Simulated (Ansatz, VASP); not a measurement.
# Si in VASP and in Ansatz

```
CELL_PARAMETERS angstrom
0.00000 1.92443 1.92443
1.92443 0.00000 1.92443
1.92443 1.92443 0.00000
ATOMIC_POSITIONS crystal
Si 0.00000 0.00000 0.00000
```

Alike in both runs: functional PBEsol; k mesh 16 × 16 × 16; occupations fermi-dirac, width 0.08 eV; no spin polarisation.

Ansatz relaxed the structure, and its values are those at the end. VASP's run is a single point on that final structure, the one shown.

|  | VASP | Ansatz |
| --- | --- | --- |
| version | VASP 6.6.1 | Ansatz 0.2.0 |
| potentials or method | VASP PAW PBE potentials, release 64 (Si) | PAW with Ansatz's default frozen-core files, scalar-relativistic |
| plane-wave cutoff (eV) | 520 | 420 |
| valence electrons in the cell | 4 | 4 |

|  | VASP | Ansatz | Ansatz less VASP |
| --- | --- | --- | --- |
| pressure (GPa) | -1.1 | -1.2 | -0.14 |

Caveats: the PAW data sets were made with another functional, which shifts forces and pressure a little (VASP).
